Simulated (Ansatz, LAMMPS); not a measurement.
**Structural relaxation of amorphous SiO2 (96 atoms)**

Wanted: the relaxed structure of amorphous SiO2 (96 atoms) and its electronic structure.

Program: Ansatz 0.2.0. Level of theory: Kohn-Sham DFT, PBE, PAW (set soft_2), plane waves. Results are calculated unless marked as measured.

Measured values to set the calculation against. The density of pristine, uncompressed silica glass was measured at room temperature as a reference for densified samples (“Siliceous zeolite-derived topology of amorphous silica”, 2023, PMC10710485): density 2.2 g/cm³. A silica glass plate was measured by high-energy x-ray diffraction at 20 K and the Si-O distance was taken from the first PDF peak (“Polyhedral units and network connectivity in calcium aluminosilicate glasses from high-energy x-ray diffraction”, 2000, arxiv:cond-mat/0007490): nearest Si–O distance 1.61 Å; number of O about Si 4. The nearest silicon-silicon distance in amorphous silica was obtained by fitting a symmetric peak to the measured radial distribution (as quoted in “New insights into the origin of the first sharp diffraction peak in amorphous silica from an analysis of chemical and radial ordering”, 2024, arxiv:2403.10632): nearest Si–Si distance 3.08 Å; nearest O–O distance 2.63 Å. The mean Si-O-Si angle was obtained by reanalysing earlier high-energy photon diffraction data in combination with published neutron diffraction data on silica glass (“Bond angle distribution in amorphous germania and silica”, 1996, arxiv:chem-ph/9603004): Si–O–Si angle 148.3 °.

## 1. Set-up

The cell holds 96 atoms: 32 Si and 64 O. Its edges and angles: a = 11.322 Å, b = 11.322 Å, c = 11.322 Å, α = 90.0°, β = 90.0°, γ = 90.0°. 96 atoms (32 Si, 64 O) placed at random at 2.2 g/cm³, melted at 5000 K for 10 ps at fixed volume with the Morse and Coulomb pair potential with partial charges (Pedone, Malavasi, Menziani, Cormack and Segre, J. Phys. Chem. B 110, 11780 (2006)). Quenched from 5000 K to 300 K at 50 K/ps and fixed volume, held 5 ps, then minimised at fixed cell.

What the set-up can't give: The quench rate of 50 K/ps is many orders above laboratory rates, so the cell is likely richer in defects and strain than a real sample. The starting topology of bonds comes from the classical model. Only the Γ point is sampled in the main run, in a cell whose shortest periodic width is 11 Å.

## 2. How the cell was made

A classical potential supplies the starting structure, since it reaches far longer times than DFT.

This step: classical MD, Morse and Coulomb pair potential with partial charges (Pedone, Malavasi, Menziani, Cormack and Segre, J. Phys. Chem. B 110, 11780 (2006)) (LAMMPS 22 Jul 2025 - Update 4).

in.lmp reads:

```
# melt-quench of Si32O64
units metal
atom_style charge
boundary p p p
region box block 0 11.3216 0 11.3216 0 11.3216
create_box 2 box
mass 1 28.0850   # Si
mass 2 15.9990   # O
create_atoms 1 random 32 39565 NULL overlap 1.5 maxtry 2000
create_atoms 2 random 64 39572 NULL overlap 1.5 maxtry 2000
pair_style hybrid/overlay pedone 5.5 coul/long 8.0
pair_coeff * * coul/long
pair_coeff 1 2 pedone 0.340554 2.006700 2.100000 1   # Si-O
pair_coeff 2 2 pedone 0.042395 1.379316 3.618701 22   # O-O
set type 1 charge 2.4
set type 2 charge -1.2
kspace_style pppm 1.0e-4
neigh_modify delay 0 every 1 check yes
thermo_style custom step time temp pe press density
thermo_modify norm yes
timestep 0.002
thermo 100
min_style cg
minimize 1e-4 1e-4 200 2000
reset_timestep 0
velocity all create 5000 39566 mom yes dist gaussian
fix lim all nve/limit 0.05
fix lan all langevin 5000 5000 0.2 39567 zero yes
thermo 500
run 1000 post no
unfix lim
unfix lan
thermo 833
fix md all nvt temp 5000 5000 0.2
run 5000 post no
unfix md
thermo 4700
fix md all nvt temp 5000 300 0.2
run 47000 post no
unfix md
thermo 1250
fix md all nvt temp 300 300 0.2
run 2500 post no
unfix md
thermo 100
min_style cg
minimize 0 1e-3 2000 20000
write_dump all custom glass.dump id type xs ys zs modify sort id
```

Launch:

```
lmp -in in.lmp -log none -nocite
```

Numbers of over 12 decimals in the logs are rounded to 6 here.

The program printed:

```text
LAMMPS (22 Jul 2025 - Update 4)
Created orthogonal box = (0 0 0) to (11.3216 11.3216 11.3216)
Created 32 atoms
Created 64 atoms
PPPM initialization ...
  G vector (1/distance) = 0.37884114
  grid = 12 12 12
  estimated relative force accuracy = 7.5710291e-05
   Step          Time           Temp          PotEng         Press         Density
         0   0              0             -5.4925968      318203.63      2.200023
        94   0.188          0             -17.494442     -5790.2925      2.200023
Loop time of 0.0620423 s on 1 MPI rank(s) for 94 steps with 96 atoms
Minimization stats:
  Stopping criterion = energy tolerance
  Energy initial, next-to-last, final =
     -5.49259675357584  -17.4932732070418   -17.494441653702
  Force two-norm initial, final = 284.1778 1.7327212
  Iterations, force evaluations = 94 113
   Step          Time           Temp          PotEng         Press         Density
         0   0              5000          -17.494442      39400.913      2.200023
       500   1              2000.9752     -17.347109     -15215.786      2.200023
      1000   2              1918.1424     -17.374808     -302.66497      2.200023
Loop time of 0.427445 s on 1 MPI rank(s) for 1000 steps with 96 atoms
   Step          Time           Temp          PotEng         Press         Density
[... 2 lines left out ...]
      2499   4.998          5530.602      -16.846894     -5170.6587      2.200023
      3332   6.664          4726.1137     -16.793178      44575.208      2.200023
      4165   8.33           4902.5629     -16.674425     -17071.391      2.200023
      4998   9.996          4862.8948     -16.729979     -59659.867      2.200023
      5831   11.662         4179.5594     -16.705621     -5441.0602      2.200023
[... 1 line left out ...]
Loop time of 2.25442 s on 1 MPI rank(s) for 5000 steps with 96 atoms
   Step          Time           Temp          PotEng         Press         Density
[... 12 lines left out ...]
Loop time of 20.0546 s on 1 MPI rank(s) for 47000 steps with 96 atoms
   Step          Time           Temp          PotEng         Press         Density
[... 2 lines left out ...]
     55000   110            357.75643     -17.717525     -33899.807      2.200023
     55500   111            350.67032     -17.710489     -29638.92       2.200023
Loop time of 0.977585 s on 1 MPI rank(s) for 2500 steps with 96 atoms
   Step          Time           Temp          PotEng         Press         Density
     55500   111            350.67032     -17.710489     -29638.92       2.200023
     55518   111.036        350.67032     -17.754217     -32397.988      2.200023
Loop time of 0.0351995 s on 1 MPI rank(s) for 18 steps with 96 atoms
Minimization stats:
  Stopping criterion = linesearch alpha is zero
  Energy initial, next-to-last, final =
     -17.7104888905079  -17.7542166892462  -17.7542166892462
  Force two-norm initial, final = 14.112965 0.31858957
  Iterations, force evaluations = 18 69
```

The job ended after 24 s (1 thread of Arm Neoverse V1, shared host; peak memory 0.072 GiB).

## 3. Single point at the start

A single point comes first, to see the forces before anything moves.

input.yaml reads:

```yaml
crystal:
  lattice:
    - [11.3216, 0.0, 0.0]
    - [0.0, 11.3216, 0.0]
    - [0.0, 0.0, 11.3216]
  atoms:
    - { symbol: Si, position: [0.18464, 0.6563, 0.1858] }
    - { symbol: Si, position: [0.91498, 0.27163, 0.20262] }
    - { symbol: Si, position: [0.44086, 0.55812, 0.87052] }
    - { symbol: Si, position: [0.00161, 0.08978, 0.56891] }
    - { symbol: Si, position: [0.62499, 0.52156, 0.54547] }
    - { symbol: Si, position: [0.8564, 0.90616, 0.41663] }
    - { symbol: Si, position: [0.24835, 0.76092, 0.56045] }
    - { symbol: Si, position: [0.63625, 0.58988, 0.28353] }
    - { symbol: Si, position: [0.82231, 0.79956, 0.92562] }
    - { symbol: Si, position: [0.81842, 0.04625, 0.78648] }
    - { symbol: Si, position: [0.28537, 0.19043, 0.788] }
    - { symbol: Si, position: [0.27987, 0.29165, 0.04761] }
    - { symbol: Si, position: [0.51323, 0.02701, 0.15978] }
    - { symbol: Si, position: [0.65387, 0.37634, 0.84313] }
    - { symbol: Si, position: [0.48391, 0.09296, 0.4392] }
    - { symbol: Si, position: [0.7116, 0.18516, 0.02235] }
    - { symbol: Si, position: [0.40958, 0.51348, 0.13595] }
    - { symbol: Si, position: [0.90614, 0.48616, 0.78782] }
    - { symbol: Si, position: [0.84328, 0.4561, 0.39271] }
    - { symbol: Si, position: [0.02525, 0.67758, 0.42173] }
    - { symbol: Si, position: [0.24183, 0.54672, 0.69252] }
    - { symbol: Si, position: [0.05144, 0.45908, 0.03489] }
    - { symbol: Si, position: [0.08447, 0.32812, 0.65334] }
    - { symbol: Si, position: [0.61611, 0.71278, 0.7518] }
    - { symbol: Si, position: [0.51047, 0.28873, 0.63193] }
    - { symbol: Si, position: [0.22313, 0.90932, 0.78783] }
    - { symbol: Si, position: [0.26268, 0.90417, 0.06456] }
    - { symbol: Si, position: [0.71802, 0.84257, 0.18758] }
    - { symbol: Si, position: [0.65192, 0.93595, 0.59797] }
    - { symbol: Si, position: [0.22751, 0.996, 0.44635] }
    - { symbol: Si, position: [0.03359, 0.71081, 0.80042] }
    - { symbol: Si, position: [0.14042, 0.10093, 0.19624] }
    - { symbol: O, position: [0.59383, 0.58839, 0.42232] }
    - { symbol: O, position: [0.78028, 0.12361, 0.90423] }
    - { symbol: O, position: [0.68006, 0.71659, 0.24085] }
    - { symbol: O, position: [0.08941, 0.84307, 0.77643] }
    - { symbol: O, position: [0.88588, 0.33382, 0.33102] }
    - { symbol: O, position: [0.59893, 0.91552, 0.17222] }
    - { symbol: O, position: [0.95041, 0.73681, 0.91587] }
    - { symbol: O, position: [0.16482, 0.25535, 0.74717] }
    - { symbol: O, position: [0.12648, 0.01955, 0.54635] }
    - { symbol: O, position: [0.52736, 0.42485, 0.58449] }
    - { symbol: O, position: [0.17559, 0.03916, 0.32058] }
    - { symbol: O, position: [0.16902, 0.37816, 0.01421] }
    - { symbol: O, position: [0.93141, 0.07848, 0.69734] }
    - { symbol: O, position: [0.97105, 0.38051, 0.12463] }
    - { symbol: O, position: [0.31396, 0.22528, 0.92531] }
    - { symbol: O, position: [0.49496, 0.67613, 0.81529] }
    - { symbol: O, position: [0.94177, 0.79278, 0.41355] }
    - { symbol: O, position: [0.23268, 0.20063, 0.14692] }
    - { symbol: O, position: [0.3857, 0.9742, 0.10969] }
    - { symbol: O, position: [0.71182, 0.03024, 0.68998] }
    - { symbol: O, position: [0.60313, 0.83374, 0.68046] }
    - { symbol: O, position: [0.15626, 0.99658, 0.0987] }
    - { symbol: O, position: [0.33683, 0.50743, 0.78864] }
    - { symbol: O, position: [0.25475, 0.04959, 0.77857] }
    - { symbol: O, position: [0.66989, 0.30472, 0.96255] }
    - { symbol: O, position: [0.93511, 0.61903, 0.73682] }
    - { symbol: O, position: [0.8357, 0.91784, 0.84607] }
    - { symbol: O, position: [0.77363, 0.44614, 0.81094] }
    - { symbol: O, position: [0.01646, 0.16956, 0.20851] }
    - { symbol: O, position: [0.26258, 0.85593, 0.45497] }
    - { symbol: O, position: [0.52146, 0.21025, 0.51268] }
    - { symbol: O, position: [0.49897, 0.08345, 0.29459] }
    - { symbol: O, position: [0.64302, 0.61222, 0.6522] }
    - { symbol: O, position: [0.75628, 0.88356, 0.51547] }
    - { symbol: O, position: [0.71808, 0.72764, 0.8535] }
    - { symbol: O, position: [0.92007, 0.0259, 0.46813] }
    - { symbol: O, position: [0.1018, 0.5792, 0.09507] }
    - { symbol: O, position: [0.27894, 0.84189, 0.67579] }
    - { symbol: O, position: [0.26246, 0.8806, 0.92362] }
    - { symbol: O, position: [0.94616, 0.55502, 0.42177] }
    - { symbol: O, position: [0.30324, 0.63499, 0.59689] }
    - { symbol: O, position: [0.39215, 0.23946, 0.70183] }
    - { symbol: O, position: [0.17144, 0.4415, 0.6286] }
    - { symbol: O, position: [0.75127, 0.4545, 0.50592] }
    - { symbol: O, position: [0.0411, 0.22815, 0.56036] }
    - { symbol: O, position: [0.97898, 0.47982, 0.91482] }
    [... 12 atom lines left out ...]
    - { symbol: O, position: [0.30065, 0.57329, 0.20587] }
    - { symbol: O, position: [0.14997, 0.62804, 0.77575] }
    - { symbol: O, position: [0.37881, 0.37663, 0.10427] }
    - { symbol: O, position: [0.1096, 0.67186, 0.30554] }
    - { symbol: O, position: [0.3459, 0.06919, 0.46526] }
    - { symbol: O, position: [0.97012, 0.38899, 0.70769] }
kpoints:
  mp_grid: { grid: [1, 1, 1] }
hamiltonian:
  xc: pbe
scf:
  occupations: { method: fermi_dirac, width: 0.025 }
output:
  forces: true
```

Launch:

```
ansatz run input.yaml --threads 4 --pin off --max-ram 8192MiB --backend cpu --events-out ev --progress --plain --runs-dir out
```

The program printed:

```text
Engine: ansatz 0.2.0, aarch64-unknown-linux-gnu
Pseudopotentials: kind: paw
Pseudopotential: Si, paw, valence charge 4, recommended cutoff 420 eV (normal), Si.paw.azcp
Pseudopotential: O, paw, valence charge 6, recommended cutoff 420 eV (normal), O.paw.azcp
[... 5 lines on functional and potentials left out ...]
Crystal: 96 atoms, lattice volume = 1451.187 Å³
Basis set: ecut = 420 eV, 28353 PW (Γ), exchange–correlation on 160×160×160 points (8 copies of the dense FFT grid, shifted against one another)
Bands: 352, of which v1, the nominal top of the filled ones, is band 256 counted from 1 (255 counted from 0)
Symmetry: 1 space group operations
Space group: P1 (ITA 1), of the structure as read, at distance tolerance 1.1e-4 Å
k-points: 1
[... 5 lines on functional and potentials left out ...]
Initial density: superposition of atomic densities (neutral atoms: chi_scale 0, normalization atom), corrected by the library's trained network
Initial wavefunctions: pseudopotential atomic-orbital guess
Functional: x = pbe(κ = 0.804, μ = 0.219515), c = pbe(β = 0.066725)
SCF iter   1: F=—  HF=-56759.723381 eV  |F-HF|=—  |Δ(HF+E_count)|=         —  Δρ=1.89e-3  dr2=4.62e-2  ethr=1.77e-3  ⟨swp⟩=7.0  Hψ=1732  notcnv=0  defer=54
preconditioner: auto → Resta (q_TF=auto, 2.293 Å⁻¹)  ε∞=2.9  [insulator: Δε(μ)=4.599 eV  Ē_g=16.191 eV  σ=0.025 eV  W_gap=1.00  n_scr=304 (ndim 8)  ℏωp=22.1 eV  f_vac=0.244  D(μ)=0.00/eV (n_scr^D=0)  ε∞_Penn≈2.9]
SCF iter   2: F=—  HF=-56759.721321 eV  |F-HF|=—  |Δ(HF+E_count)|=   2.06e-3  Δρ=8.95e-4  dr2=9.59e-3  ethr=9.03e-6  ⟨swp⟩=2.0  Hψ=604  notcnv=0  defer=89
SCF iter   3: F=—  HF=-56759.724637 eV  |F-HF|=—  |Δ(HF+E_count)|=   3.32e-3  Δρ=3.52e-4  dr2=2.22e-3  ethr=1.87e-6  ⟨swp⟩=3.0  Hψ=459  notcnv=0  defer=34
automatic band count: iteration 3 solves 297 bands in place of 352: the levels show a gap, and the empty bands left out lie too high to hold charge; the band table lists the bands solved (type scf.n_extra_bands for more)
SCF iter   4: F=—  HF=-56759.724637 eV  |F-HF|=—  |Δ(HF+E_count)|=   8.39e-7  Δρ=9.92e-5  dr2=1.99e-4  ethr=4.34e-7  ⟨swp⟩=2.0  Hψ=455  notcnv=0  defer=34
SCF iter   5: F=—  HF=-56759.724619 eV  |F-HF|=—  |Δ(HF+E_count)|=   1.89e-5  Δρ=6.29e-5  dr2=4.52e-5  ethr=3.89e-8  ⟨swp⟩=2.0  Hψ=456  notcnv=0  defer=34
SCF iter   6: F=—  HF=-56759.722796 eV  |F-HF|=—  |Δ(HF+E_count)|=   1.82e-3  Δρ=1.54e-5  dr2=3.40e-6  ethr=8.83e-9  ⟨swp⟩=2.0  Hψ=541  notcnv=0  defer=34
SCF iter   7: F=—  HF=-56759.722796 eV  |F-HF|=—  |Δ(HF+E_count)|=   1.98e-7  Δρ=4.89e-6  dr2=3.69e-7  ethr=6.65e-10  ⟨swp⟩=2.0  Hψ=469  notcnv=0  defer=34
SCF iter   8: F=—  HF=-56759.722796 eV  |F-HF|=—  |Δ(HF+E_count)|=   1.09e-7  Δρ=3.33e-6  dr2=1.25e-7  ethr=1.95e-11  ⟨swp⟩=4.0  Hψ=1005  notcnv=0
SCF iter   9: F=-56759.722796 eV  HF=-56759.722796 eV  |F-HF|=6.43e-9  |Δ(HF+E_count)|=   4.61e-8  Δρ=5.98e-7  dr2=5.89e-9  ethr=1.95e-11  ⟨swp⟩=4.0  Hψ=1000  notcnv=0
SCF 1 converged in 9 iterations: F = -56759.722796 eV  dr2 = 5.89e-9
  greatest PAW one-centre occupation: 0.865 electrons in one spin orbital (limit 2), on the O atom at site 56 (counted from 0), in its partial waves of l = 0
SCF converged after 9 iterations
Free energy (F): -56759.722796 eV
Harris-Foulkes:  -56759.722796 eV  (|F-HF|=6.43e-9)
Internal energy: -56759.722796 eV  (E = F + TS)
E sigma→0 (E₀):  -56759.722796 eV
Fermi energy:    3.718227 eV
--- Per-component energies (eV) ---
  E_band       = -2969.030605
  E_kinetic    = 12846.683113
  E_local      = -40202.397107  (includes V_loc(G=0)·N_el)
  E_nonlocal   = 3831.365694
  E_hartree    = 15285.056698
  E_xc         = -6519.490245
  E_vxc        = -7565.730112  (∫ρ·V_xc dr)
  E_paw        = -26597.966851  (= ΣΔE_a)
  E_vpaw       = -2449.234056  (= ΣTr[D̂ρ^β])
  E_aug_tail   = 0.165299  (compensation charges beyond the density's cutoff)
  E_ewald      = -15403.139396
  E_smearing   = -0.000000  (= −TS)
  E_closure    = -0.000000  (closes the sum)
  Σ components = -56759.722796   (vs F -56759.722796, Δ=0.00e0)
--- Forces (eV/Å), atoms counted from 1 ---
  atom   1  Si    -0.19455382    -0.87850151    -0.67645817
  atom   2  Si     0.81180253     1.21143531    -1.26005341
  atom   3  Si     0.84725828    -0.50115268    -0.26558650
  atom   4  Si    -0.32766953    -0.77778847     0.43369117
  atom   5  Si     1.19173185    -0.57865754    -1.28730829
  atom   6  Si    -0.20722584    -0.18050269     0.91588330
  atom   7  Si    -2.26964238     0.16359449     0.64865276
  atom   8  Si     0.81187874    -0.63724481     1.65211103
  atom   9  Si    -0.54102177     0.44431025    -1.46921691
  atom  10  Si    -0.57117776    -0.82709408    -0.22283319
  atom  11  Si    -0.19095947     0.54619415    -0.15772092
  atom  12  Si    -2.06554171     0.77800246    -0.22172463
  atom  13  Si     0.16130374    -0.10393908     0.22755747
  atom  14  Si    -0.55832008    -0.18512376    -1.13802924
[...]
atom  95  O      0.30868580     0.71251395     0.49975716
  atom  96  O     -0.84407961    -0.68446954    -0.53863934
  max |Σ_I F_I| component: 4.32e-5 eV/Å
```

It took 14 s on 4 threads of Arm Neoverse V1, shared host; peak memory 1.7 GiB.

The column dr2 measures how far the density is from self-consistency, as an energy; F and HF (Harris–Foulkes) agree once it is small.

Numbers from this run:

| Item | Value |
| --- | --- |
| free energy | -56759.7228 eV |
| free energy per atom | -591.2471 eV/atom |
| SCF cycles | 9 |
| r.m.s. force component | 0.6576 eV/Å |
| longest force | 2.497 eV/Å |
| Fermi energy | 3.718 eV |

The r.m.s. force component of 0.66 eV/Å sets the starting point.

Length of the force by element:

```tsv
element	coordination	atoms	mean length of the force (eV/Å)	spread	least	most
O	all	64	0.839	0.383	0.163	1.87
Si	all	32	1.34	0.62	0.298	2.50
```

(Continued in part 2 of 4.)

[Logs are printed without paths, hosts, clocks, repeated set-up lines and the standing remarks that a program may print on its own settings, such as how far it seeks lower states.]

[Hosts, paths, dates, database ids (printed as entryN), source tags and the programs' standing remarks are cut or masked in the printed files.]
